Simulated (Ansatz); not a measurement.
# SnSe: how the settings move a single-point run

Aim: see which settings change the result for SnSe, by how much, and at what cost.

Method: reference: DFT, PBEsol, PAW with Ansatz's default frozen-core files, scalar-relativistic, in Ansatz 0.2.0.

### Step 1. The structure to begin with

Symmetry: Fm-3m, No. 225, cubic system. Conventional cell: a = 6.021 Å, b = 6.021 Å, c = 6.021 Å, α = 90.00°, β = 90.00°, γ = 90.00°. Sn (site symmetry m-3m) is surrounded by 6 Se at 3.01 Å. Around Se (site symmetry m-3m) lie 6 Sn at 3.01 Å.

Coordinates:

```
Sn Se
1.0
     0.00000    3.01043    3.01043
     3.01043    0.00000    3.01043
     3.01043    3.01043    0.00000
Sn Se
1 1
Direct
  0.00000 0.00000 0.00000
  0.50000 0.50000 0.50000
```

### Step 2. The reference run

input.yaml reads:

```yaml
crystal:
  lattice:
    - [0.0, 3.0104337128, 3.0104337128]
    - [3.0104337128, 0.0, 3.0104337128]
    - [3.0104337128, 3.0104337128, 0.0]
  atoms:
    - { symbol: Sn, position: [0.0, 0.0, 0.0] }
    - { symbol: Se, position: [0.5, 0.5, 0.5] }
kpoints:
  mp_grid: { grid: [10, 10, 10] }
  band_path:
    path:
      - [0.0, 0.0, 0.0]
      - [0.5, 0.0, 0.5]
      - [0.625, 0.25, 0.625]
      - [0.375, 0.375, 0.75]
      - [0.0, 0.0, 0.0]
      - [0.5, 0.5, 0.5]
      - [0.5, 0.25, 0.75]
      - [0.5, 0.0, 0.5]
    npoints: 6
scf:
  occupations: { method: fermi_dirac, width: 0.05 }
hamiltonian:
  xc: pbesol
  pseudopotentials: { kind: paw }
output:
  forces: true
  stress: true
  eigenvalues: true
  efg: { contact_densities: true }
  populations: true
```

Launch:

```bash
$ ansatz run input.yaml --threads 1 --pin off --max-ram 2048MiB --backend cpu --events-out ev --progress --plain --runs-dir out
```

Excerpt of the output:

```text
[...]
Basis set: ecut = 420 eV, 1067 PW (Γ), exchange–correlation on 60×60×60 points (8 copies of the dense FFT grid, shifted against one another)
[...]
k-points: 47 of 1000
[...]
SCF iter   1: F=—  HF=-11374.846652 eV  |F-HF|=—  |Δ(HF+E_count)|=         —  Δρ=2.57e-3  dr2=5.24e-3  ethr=1.77e-3  ⟨swp⟩=5.9  Hψ=4303  notcnv=0
preconditioner: auto → none  [insulator: Δε(μ)=0.528 eV  Ē_g=17.275 eV  σ=0.050 eV  W_gap=0.99  n_scr=14 (ndim 8)  ℏωp=22.5 eV  f_vac=0.016  D(μ)=0.01/eV (n_scr^D=0)  ε∞_Penn≈2.7]
SCF iter   2: F=—  HF=-11374.843676 eV  |F-HF|=—  |Δ(HF+E_count)|=   2.98e-3  Δρ=1.02e-3  dr2=5.76e-4  ethr=1.75e-5  ⟨swp⟩=2.0  Hψ=1685  notcnv=0
[...]
SCF iter   5: F=—  HF=-11374.843503 eV  |F-HF|=—  |Δ(HF+E_count)|=   3.53e-6  Δρ=3.18e-5  dr2=3.02e-7  ethr=1.83e-8  ⟨swp⟩=2.0  Hψ=1581  notcnv=0
SCF iter   6: F=-11374.843503 eV  HF=-11374.843503 eV  |F-HF|=6.47e-8  |Δ(HF+E_count)|=   1.65e-7  Δρ=5.50e-6  dr2=1.47e-8  ethr=3.33e-10  ⟨swp⟩=5.3  Hψ=4124  notcnv=0
[...]
SCF converged after 6 iterations
Free energy (F): -11374.843503 eV
[...]
E sigma→0 (E₀):  -11374.843427 eV
[...]
Fermi energy:    9.092585 eV
[...]
  P = ⅓ Tr σ = -1.8467 GPa (-18.467 kbar)
[...]
```

It took 4.7 s on 1 thread of Arm Neoverse V2, shared host; peak memory 0.4 GiB.

### Step 3. Variant: xc rpbe

Changes to input.yaml since step 2:

```diff
@@ -24,3 +24,3 @@
 hamiltonian:
-  xc: pbesol
+  xc: rpbe
   pseudopotentials: { kind: paw }
```

Launch:

```bash
$ ansatz run input.yaml --threads 1 --pin off --max-ram 2048MiB --backend cpu --events-out ev --progress --plain --runs-dir out
```

What it wrote:

```text
Sn: output.efg is read without spin–orbit coupling, which moves field gradients at and beside such atoms by some per cent and up to a factor of two; PAW files take it under magnetization.noncollinear and magnetization.spin_orbit
Engine: ansatz 0.2.0
Pseudopotentials: kind: paw
Pseudopotential: Sn, paw, valence charge 14, recommended cutoff 420 eV (normal)
Pseudopotential: Se, paw, valence charge 16, recommended cutoff 420 eV (normal)
Functional definition: RPBE
  parameter kappa = 0.804
  parameter beta = 0.06672455060314922
  exchange = rpbe_x(kappa = kappa, mu = beta*pi^2/3)
  correlation = pbe_c(beta = beta)
Crystal: 2 atoms, lattice volume = 54.565 Å³
Basis set: ecut = 420 eV, 1067 PW (Γ), exchange–correlation on 60×60×60 points (8 copies of the dense FFT grid, shifted against one another)
Bands: 19, of which v1, the nominal top of the filled ones, is band 15 counted from 1 (14 counted from 0)
Symmetry: 48 space group operations
Space group: Fm-3m (ITA 225), of the structure as read, at distance tolerance 3.8e-5 Å
k-points: 47 of 1000
Non-local potential: Sn, projectors of the file, l = 0: 2, l = 1: 2, l = 2: 2, l = 3: 2
Non-local potential: Se, projectors of the file, l = 0: 2, l = 1: 2, l = 2: 3, l = 3: 1
PAW form: soft (Blöchl's): semilocal exchange-correlation on the pseudo side does not see the compensation charge
PAW frozen core: Sn, regenerated for the run's functional, and the local potential with it (the file was generated under x = pbe(κ = 0.804, μ = 0.2195149727645171), c = pbe(β = 0.06672455060314922))
PAW frozen core: Se, regenerated for the run's functional, and the local potential with it (the file was generated under x = pbe(κ = 0.804, μ = 0.2195149727645171), c = pbe(β = 0.06672455060314922))
PAW one-centre angular grid: Sn, 590 points (default); XC on 64 Gauss nodes
PAW one-centre angular grid: Se, 590 points (default); XC on 64 Gauss nodes
Initial density: superposition of atomic densities (neutral atoms: chi_scale 0, normalization atom), corrected by the library's trained network
Initial wavefunctions: pseudopotential atomic-orbital guess
Functional: x = rpbe, c = pbe(β = 0.06672455060314922)
SCF iter   1: F=—  HF=-11508.722577 eV  |F-HF|=—  |Δ(HF+E_count)|=         —  Δρ=2.25e-3  dr2=2.49e-3  ethr=1.77e-3  ⟨swp⟩=5.8  Hψ=4301  notcnv=0
preconditioner: auto → none  [insulator: Δε(μ)=0.489 eV  Ē_g=17.477 eV  σ=0.050 eV  W_gap=0.98  n_scr=14 (ndim 8)  ℏωp=22.5 eV  f_vac=0.016  D(μ)=0.01/eV (n_scr^D=0)  ε∞_Penn≈2.7]
SCF iter   2: F=—  HF=-11508.721253 eV  |F-HF|=—  |Δ(HF+E_count)|=   1.32e-3  Δρ=9.91e-4  dr2=3.14e-4  ethr=8.32e-6  ⟨swp⟩=2.0  Hψ=2015  notcnv=0
SCF iter   3: F=—  HF=-11508.721300 eV  |F-HF|=—  |Δ(HF+E_count)|=   4.76e-5  Δρ=4.24e-4  dr2=7.82e-5  ethr=1.05e-6  ⟨swp⟩=2.0  Hψ=1598  notcnv=0
SCF iter   4: F=—  HF=-11508.721339 eV  |F-HF|=—  |Δ(HF+E_count)|=   3.91e-5  Δρ=1.07e-4  dr2=8.68e-6  ethr=2.61e-7  ⟨swp⟩=2.0  Hψ=1125  notcnv=0
SCF iter   5: F=—  HF=-11508.721338 eV  |F-HF|=—  |Δ(HF+E_count)|=   1.74e-6  Δρ=2.24e-5  dr2=4.24e-7  ethr=2.89e-8  ⟨swp⟩=2.0  Hψ=1358  notcnv=0
SCF iter   6: F=-11508.721338 eV  HF=-11508.721338 eV  |F-HF|=8.20e-9  |Δ(HF+E_count)|=   3.85e-7  Δρ=6.83e-6  dr2=1.84e-8  ethr=3.33e-10  ⟨swp⟩=6.6  Hψ=4429  notcnv=0
SCF 1 converged in 6 iterations: F = -11508.721338 eV  dr2 = 1.84e-8
NSCF: frozen V_eff on 43 k-points
SCF converged after 6 iterations
Free energy (F): -11508.721338 eV
Harris-Foulkes:  -11508.721338 eV  (|F-HF|=8.20e-9)
Internal energy: -11508.721228 eV  (E = F + TS)
E sigma→0 (E₀):  -11508.721283 eV
Entropy (-TS):   -0.000110 eV (-0.055 meV/atom)
Fermi energy:    9.463531 eV
--- Per-component energies (eV) ---
  E_band       = -473.080153
  E_kinetic    = 302.844162
  E_local      = -3322.582562  (includes V_loc(G=0)·N_el)
  E_nonlocal   = -630.942670
  E_hartree    = 1749.977398
  E_xc         = -488.397573
  E_vxc        = -194.055960  (∫ρ·V_xc dr)
  E_paw        = -6057.426302  (= ΣΔE_a)
  E_vpaw       = -128.301641  (= ΣTr[D̂ρ^β])
  E_aug_tail   = -0.000570  (compensation charges beyond the density's cutoff)
  E_ewald      = -3061.944789
  E_core_change = -0.248322  (= ΣΔE_core)
  E_smearing   = -0.000110  (= −TS)
  E_closure    = -0.000000  (closes the sum)
  Σ components = -11508.721338   (vs F -11508.721338, Δ=0.00e0)
--- Forces (eV/Å), atoms counted from 1 ---
  atom   1  Sn    -0.00000000     0.00000000    -0.00000000
  atom   2  Se     0.00000000     0.00000000     0.00000000
  max |Σ_I F_I| component: 1.25e-30 eV/Å
--- Stress (GPa, compression-positive) ---
        2.658726       0.000000       0.000000
       -0.000000       2.658726       0.000000
        0.000000       0.000000       2.658726
  P = ⅓ Tr σ = 2.6587 GPa (26.587 kbar)
--- PAW observables at the nuclei: V_zz in 10²¹ V/m², potentials from the cell's mean, atoms counted from 1 ---
  atom   1  Sn V_zz =    +0.000000   η = 0.0000   by run symmetry: forbidden
            electrostatic potential = -8171.598595 V   contact ρ = 1237123.007001 e/Å³
  atom   2  Se V_zz =    -0.000000   η = 0.0000   by run symmetry: forbidden
            electrostatic potential = -4711.592591 V   contact ρ = 263031.552385 e/Å³
--- Band table (eV; the first three rows and the last of 47) ---
  k-point 0: bands = ["-38.4423", "-38.4423", "-38.4409", "-38.4409", "-38.4409", "-12.4832", "-12.4832", "-12.4832", "-12.4779", "-12.4779", "-4.6501", "4.1940", "6.9933", "6.9933", "6.9933", "13.5529", "13.5529", "13.5529", "15.0820"]
  k-point 1: bands = ["-38.4423", "-38.4423", "-38.4409", "-38.4409", "-38.4409", "-12.4830", "-12.4825", "-12.4825", "-12.4781", "-12.4781", "-4.5798", "3.7897", "7.0056", "7.0056", "7.3210", "12.9423", "13.0389", "13.0389", "15.0909"]
  k-point 2: bands = ["-38.4423", "-38.4423", "-38.4409", "-38.4409", "-38.4409", "-12.4826", "-12.4826", "-12.4823", "-12.4770", "-12.4770", "-4.3820", "2.9512", "7.0461", "7.0461", "7.9388", "11.8938", "12.1102", "12.1102", "15.2124"]
  k-point 46: bands = ["-38.4424", "-38.4423", "-38.4409", "-38.4408", "-38.4407", "-12.4980", "-12.4816", "-12.4762", "-12.4743", "-12.4660", "-3.4186", "2.3856", "4.2470", "4.7846", "7.9599", "11.2221", "13.5664", "14.3975", "15.7275"]
--- Löwdin populations: 2 sites ---
  site symbol       q [e]
     0     Sn     13.6169
     1     Se     16.3258
  spilling = 0.001909 (of n_electrons = 30.000000)
```

Run time: 4.7 s. Hardware: 1 thread of Arm Neoverse V2, shared host; peak memory 0.4 GiB.

A change of functional puts the total energy on another scale; the pressure goes from -1.8 to 2.7 GPa and the gap on the mesh goes from 0.52 to 0.49 eV. At this fixed cell a higher pressure means that this functional prefers a larger volume than the reference.

### Step 4. All runs together

```tsv
run	ending	energy change	pressure (GPa)	gap (eV)	force (eV/Å)	cycles	time
reference	converged	-	-1.8	0.52	0.00	6	4.7 s
1: xc rpbe	converged	not comparable	2.7	0.49	0.00	6	4.7 s
```

Residual by cycle in the longest SCF loop of each run; runs are numbered as in the table. The quantity is the density residual dr2, in eV.

```tsv
cycle	reference	run 1
1	0.00524	0.00249
2	5.8e-4	3.1e-4
3	4.6e-5	7.8e-5
4	5.5e-6	8.7e-6
5	3.0e-7	4.2e-7
6	1.5e-8	1.8e-8
```

What this shows: A change of functional puts the total energy on another scale; the pressure goes from -1.8 to 2.7 GPa and the gap on the mesh goes from 0.52 to 0.49 eV. At this fixed cell a higher pressure means that this functional prefers a larger volume than the reference.
